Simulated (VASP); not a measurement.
# Ni (Fm-3m) in VASP: single point with PBE

Aim: the single point of Ni with PBE.

All numbers are computed with VASP 6.6.1; they aren't measurements. Logs are shortened: lines on timing, memory, paths and dates and some standing lists are left out, and cuts for length are marked.

### Step 1. The structure

Symmetry: Fm-3m, No. 225, cubic system. Conventional cell: a = 3.516 Å, b = 3.516 Å, c = 3.516 Å, α = 90.00°, β = 90.00°, γ = 90.00°. Around Ni (site symmetry m-3m) lie 12 Ni at 2.49 Å.

### Step 2. Single point, PBE, collinear spin, ferromagnetic start

The input, INCAR:

```
PREC = Accurate ; ENCUT = 520
EDIFF = 1E-6 ; ISMEAR = 1
SIGMA = 0.1 ; LREAL = F
LASPH = T ; NELM = 150
ALGO = Normal ; ISIF = 2
LWAVE = F ; LCHARG = F
ISPIN = 2 ; MAGMOM = 0.7
LORBIT = 11 ; LMAXMIX = 4
GGA = PE ; NBANDS = 15
AMIX = 0.2 ; BMIX = 1E-4
AMIX_MAG = 0.8 ; BMIX_MAG = 1E-4
ICORELEVEL = 1
```

The input, KPOINTS:

```
Automatic mesh
0
Gamma
  18 18 26
```

The input, POSCAR:

```
Ni
1.0
    2.4864872600      0.0000000000      0.0000000000
   -1.2432436300      2.1533611300      0.0000000000
    1.2432436300      0.7177870400      2.0302083400
Ni
1
Direct
    0.0000000000      0.0000000000      0.0000000000
```

Potentials or basis: VASP PAW PBE potentials, release 64 (Ni).

Command:

```sh
$ cat potpaw_PBE.64/Ni/POTCAR > POTCAR
$ mpirun -np 1 vasp_std > vasp.out
```

OUTCAR:

```text
PREC = Accurate
   ENCUT = 520
   EDIFF = 1E-6
   ISMEAR = 1
   LREAL = F
   LASPH = T
   NELM = 150
   ISIF = 2
   ISPIN = 2
   LORBIT = 11
   GGA = PE
   AMIX = 0.2
   AMIX_MAG = 0.8

 ion  position               nearest neighbor table
   1  0.000  0.000  0.000-

  LATTYP: Found a face centered cubic cell.
 ALAT       =     3.5164240058

  Lattice vectors:

 A1 = (  -2.4864872600,   0.0000000000,   0.0000000000)
 A2 = (  -1.2432436300,   0.7177870400,   2.0302083400)
 A3 = (  -1.2432436300,   2.1533611300,   0.0000000000)

Analysis of symmetry for initial positions (statically):
=====================================================================
 Subroutine PRICEL returns:
 Original cell was already a primitive cell.

 Routine SETGRP: Setting up the symmetry group for a
 face centered cubic supercell.

 Subroutine GETGRP returns: Found 48 space group operations
 (whereof 48 operations were pure point group operations)
 out of a pool of 48 trial point group operations.

The static configuration has the point symmetry O_h .

Analysis of symmetry for dynamics (positions and initial velocities):
=====================================================================
 Subroutine PRICEL returns:
 Original cell was already a primitive cell.

 Routine SETGRP: Setting up the symmetry group for a
 face centered cubic supercell.

 Subroutine GETGRP returns: Found 48 space group operations
 (whereof 48 operations were pure point group operations)
 out of a pool of 48 trial point group operations.

The dynamic configuration has the point symmetry O_h .

Analysis of structural, dynamic, and magnetic symmetry:
=====================================================================
 Subroutine PRICEL returns:
 Original cell was already a primitive cell.

 Routine SETGRP: Setting up the symmetry group for a
 face centered cubic supercell.

 Subroutine GETGRP returns: Found 48 space group operations
 (whereof 48 operations were pure point group operations)
 out of a pool of 48 trial point group operations.

The overall configuration has the point symmetry O_h .

 Subroutine INISYM returns: Found 48 space group operations
 (whereof 48 operations are pure point group operations),
 and found     1 'primitive' translations

----------------------------------------------------------------------------------------

                                     Primitive cell

  volume of cell :      10.8704

  direct lattice vectors                    reciprocal lattice vectors
     2.486487260  0.000000000  0.000000000     0.402173788  0.232195145 -0.328373523
    -1.243243630  2.153361130  0.000000000     0.000000000  0.464390290 -0.164186761
     1.243243630  0.717787040  2.030208340     0.000000000  0.000000000  0.492560286

  length of vectors
     2.486487260  2.486487257  2.486487254     0.568759626  0.492560285  0.492560286

  position of ions in fractional coordinates (direct lattice)
     0.000000000  0.000000000  0.000000000

  ion indices of the primitive-cell ions
   primitive index   ion index
                 1           1

----------------------------------------------------------------------------------------

 KPOINTS: Automatic mesh

Automatic generation of k-mesh.
 Grid dimensions read from file:
 generate k-points for:   18   18   26

 Generating k-lattice:

  Cartesian coordinates                     Fractional coordinates (reciprocal lattice)
     0.022342988  0.012899730 -0.018242974     0.055555556  0.000000000 -0.000000000
     0.000000000  0.025799461 -0.009121487     0.000000000  0.055555556  0.000000000
     0.000000000  0.000000000  0.018944626     0.000000000  0.000000000  0.038461538

  Length of vectors
     0.031597757  0.027364460  0.018944626

  Shift w.r.t. Gamma in fractional coordinates (k-lattice)
     0.000000000  0.000000000  0.000000000

 -----------------------------------------------------------------------------
|                                                                             |
|           W    W    AA    RRRRR   N    N  II  N    N   GGGG   !!!           |
|           W    W   A  A   R    R  NN   N  II  NN   N  G    G  !!!           |
|           W    W  A    A  R    R  N N  N  II  N N  N  G       !!!           |
|           W WW W  AAAAAA  RRRRR   N  N N  II  N  N N  G  GGG   !            |
|           WW  WW  A    A  R   R   N   NN  II  N   NN  G    G                |
|           W    W  A    A  R    R  N    N  II  N    N   GGGG   !!!           |
|                                                                             |
|     Your reciprocal lattice and k-lattice belong to different lattice       |
|     classes:                                                                |
|                                                                             |
|        The reciprocal lattice is body-centered cubic,                       |
|        whereas your k-lattice is base-centered monoclinic.                  |
|                                                                             |
|     Results are often still useful ...                                      |
|                                                                             |
 -----------------------------------------------------------------------------

 WARNING: IBZKPT: internal override: KBLOWUP is changed to .FALSE.
      ... skipping the blow-up phase ...

 Subroutine IBZKPT returns following result:
 ===========================================

 Found   2071 irreducible k-points:

 Following reciprocal coordinates:
            Coordinates               Weight
  0.000000  0.000000  0.000000      1.000000
  0.055556 -0.000000  0.000000      2.000000
  0.111111 -0.000000  0.000000      2.000000
  0.166667  0.000000  0.000000      2.000000
  0.222222  0.000000  0.000000      2.000000
  0.277778  0.000000 -0.000000      2.000000
[... 16 lines left out ...]
  0.166667  0.111111  0.000000      4.000000
  0.222222  0.111111 -0.000000      4.000000
 [... further k-points ...]
   k-points           NKPTS =   2071   k-points in BZ     NKDIM =   2071   number of bands    NBANDS=     15
   number of dos      NEDOS =    301   number of ions     NIONS =      1
   total plane-waves  NPLWV =   5832
   dimension x,y,z NGX =    18 NGY =   18 NGZ =   18
   dimension x,y,z NGXF=    36 NGYF=   36 NGZF=   36
   ions per type =               1
   NGX,Y,Z   is equivalent  to a cutoff of  12.03, 12.03, 12.03 a.u.
   NGXF,Y,Z  is equivalent  to a cutoff of  24.07, 24.07, 24.07 a.u.
 SYSTEM =  unknown system
   PREC   = accura    normal or accurate (medium, high low for compatibility)
   ISTART =      0    job   : 0-new  1-cont  2-samecut
   ICHARG =      2    charge: 1-file 2-atom 10-const
   ISPIN  =      2    spin polarized calculation?
   LNONCOLLINEAR =      F non collinear calculations
   LSORBIT =      F    spin-orbit coupling
   LASPH  =      T    aspherical Exc in radial PAW
   ENCUT  =  520.0 eV  38.22 Ry    6.18 a.u.   4.62  4.62  4.62*2*pi/ulx,y,z
   NELM   =    150;   NELMIN=  2; NELMDL= -5     # of ELM steps
   EDIFF  = 0.1E-05   stopping-criterion for ELM
   LREAL  =      F    real-space projection
   EDIFFG = 0.1E-04   stopping-criterion for IOM
   NSW    =      0    number of steps for IOM
   IBRION =     -1    ionic relax: 0-MD 1-quasi-New 2-CG
   NFREE  =      0    steps in history (QN), initial steepest desc. (CG)
   ISIF   =      2    stress and relaxation
   ISYM   =      2    0-nonsym 1-usesym 2-fastsym
   POTIM  = 0.5000    time-step for ionic-motion
   TEBEG  =    0.0;   TEEND  =   0.0 temperature during run
   PSTRESS=    0.0 pullay stress
   NELECT =      10.0000    total number of electrons
   NUPDOWN=      -1.0000    fix difference up-down
   EMIN   =  10.00;   EMAX   =-10.00  energy-range for DOS
   EFERMI =   0.00;   METHOD = LEGACY
   ISMEAR =     1;   SIGMA  =   0.10  broadening in eV -4-tet -1-fermi 0-gaus
   EFERMI_NEDOS =   21; number of points for ismear=-14 and -15
   IALGO  =     38    algorithm
   IMIX   =      4    mixing-type and parameters
     AMIX     =   0.20;   BMIX     =  0.00
     AMIX_MAG =   0.80;   BMIX_MAG =  0.00
  volume/ion in A,a.u.               =      10.87        73.36
  Fermi-wavevector in a.u.,A,eV,Ry     =   1.592185  3.008794 34.491501  2.535054
  Thomas-Fermi vector in A             =   2.690610
   LORBIT       =     11    0 simple, 1 ext, 2 COOP (PROOUT), +10 PAW based schemes
   GGA     = PE    functional components
   LHFCALC =     F    Hartree Fock is set to
   AEXX    =    0.0000 exact exchange contribution
   IVDW    =     0    specifies the selected vdW correction
   LEPSILON=     F    determine dielectric tensor
   LRPA    =     F    only Hartree local field effects (RPA)
 spin polarized calculation
 Methfessel and Paxton  Order N= 1 SIGMA  =   0.10
  energy-cutoff  :      520.00
  volume of cell :       10.87
 maximum number of plane-waves:       304
   NGX =  9   NGY =  9   NGZ =  9

 number of electron      10.0000013 magnetization       0.6204752

 Free energy of the ion-electron system (eV)
  ---------------------------------------------------
  ext. energy  EPLUGINS =         0.00000000
  ---------------------------------------------------
  free energy    TOTEN  =        -5.47083520 eV

  energy without entropy =       -5.47103208  energy(sigma->0) =       -5.47090082

 the core state eigenenergies are
   1-  1s  -8195.0182  2s   -965.0197  2p   -827.8921  3s    -93.8787  3p    -54.2608

 E-fermi :   9.3957     XC(G=0): -13.2607

 val. band max:        9.3957378558   @ k =   0.0000   0.3889   0.0769
 cond. band min:       9.3958760534   @ k =  -0.0556   0.4444   0.4231
 fundamental gap:      0.0001381976
 Fermi energy:         9.3957453673

 spin component 1

 k-point     1 :       0.0000    0.0000    0.0000
  band No.  band energies     occupation
      1       0.3733      1.00000
      2       6.9508      1.00000
      3       6.9508      1.00000
      4       6.9508      1.00000
      5       8.1380      1.00000
      6       8.1380      1.00000
      7      33.1200      0.00000
      8      36.9897      0.00000
      9      36.9897      0.00000
     10      36.9897      0.00000
     11      39.9284      0.00000
     12      39.9284      0.00000
     13      39.9284      0.00000
     14      42.8917      0.00000
     15      49.1994      0.00000
[... 253 lines left out ...]
 k-point    16 :       0.2778    0.0556   -0.0000
  band No.  band energies     occupation
      1       4.2299      1.00000
      2       5.7535      1.00000
      3       7.5916      1.00000
      4       8.0803      1.00000
      5       8.3980      1.00000
      6       8.6362      1.00000
      7      25.7848      0.00000
      8      26.7506      0.00000
      9      27.1354      0.00000
     10      30.4631      0.00000
     11      34.2702      0.00000
     12      49.8400      0.00000
     13      49.8695      0.00000
     14      53.0052      0.00000
     15      54.0171      0.00000

 Fermi energy:         9.3957453673

 spin component 2

 k-point     1 :       0.0000    0.0000    0.0000
  band No.  band energies     occupation
      1       0.3367      1.00000
      2       7.7051      1.00000
      3       7.7051      1.00000
      4       7.7051      1.00000
      5       8.7089      1.00000
      6       8.7089      1.00000
      7      32.9566      0.00000
      8      36.9668      0.00000
      9      36.9668      0.00000
     10      36.9668      0.00000
     11      40.0287      0.00000
     12      40.0287      0.00000
     13      40.0287      0.00000
     14      42.7702      0.00000
     15      49.3976      0.00000
[... 397 lines left out ...]
 k-point    24 :       0.2222    0.1111   -0.0000
  band No.  band energies     occupation
      1       4.0270      1.00000
      2       6.6013      1.00000
      3       7.7695      1.00000
      4       8.5346      1.00000
      5       9.1342      1.00068
      6       9.2755      1.03538
      7      24.6137      0.00000
      8      28.2704      0.00000
      9      28.4330      0.00000
     10      31.6041      0.00000
     11      36.5281      0.00000
     12      46.6988      0.00000
     13      47.3633      0.00000
     14      50.6602      0.00000
     15      54.2617      0.00000

 [... further k-points ...]

------------------------ aborting loop because EDIFF is reached ----------------------------------------

  FORCE on cell =-STRESS in cart. coord.  units (eV):
  Direction    XX          YY          ZZ          XY          YZ          ZX
  --------------------------------------------------------------------------------------
  -------------------------------------------------------------------------------------
  Total       -0.0026727     -0.0026727     -0.0026727      0.0000000      0.0000000      0.0000000
  in kB       -0.3939286     -0.3939286     -0.3939286      0.0000000      0.0000000      0.0000000
  external PRESSURE =      -0.3939286 kB  Pullay stress =       0.0000000 kB

 VOLUME and BASIS-vectors are now :
 -----------------------------------------------------------------------------
  energy-cutoff  :      520.00
  volume of cell :       10.87
      direct lattice vectors                 reciprocal lattice vectors
     2.486487260  0.000000000  0.000000000     0.402173788  0.232195145 -0.328373523
    -1.243243630  2.153361130  0.000000000     0.000000000  0.464390290 -0.164186761
     1.243243630  0.717787040  2.030208340     0.000000000  0.000000000  0.492560286

 POSITION                                       TOTAL-FORCE (eV/Angst)
 -----------------------------------------------------------------------------------
      0.00000      0.00000      0.00000         0.000000      0.000000      0.000000
 -----------------------------------------------------------------------------------
    total drift:                               -0.000000      0.000000      0.000000

  FREE ENERGIE OF THE ION-ELECTRON SYSTEM (eV)
  ---------------------------------------------------
  free  energy   TOTEN  =        -5.4708351964 eV

  energy  without entropy=       -5.4710320782  energy(sigma->0) =       -5.47090082

 total charge

# of ion       s       p       d       tot
------------------------------------------
    1        0.498   0.498   8.315   9.311

 magnetization (x)

# of ion       s       p       d       tot
------------------------------------------
    1       -0.007  -0.025   0.664   0.633
```

Run time: 4 min. Hardware: 1 thread of Intel Xeon 6975P-C (Granite Rapids), shared host; peak memory 0.56 GiB.

What came out:

| Property | Result |
| --- | --- |
| Free energy | -5.4708 eV |
| Pressure | 0.0 GPa |
| Band gap on the k mesh | none (metal or under the smearing width) |
| Net moment | 0.62 μB per cell |
| Site moments | Ni +0.63 μB |
| Valence electrons inside the program's atomic spheres | Ni 9.31 |

Core levels (eV, on the scale of the bands):
| atom | levels |
| --- | --- |
| 1 Ni | 1s -8195.0, 2s -965.0, 2p -827.9, 3s -93.9, 3p -54.3 |
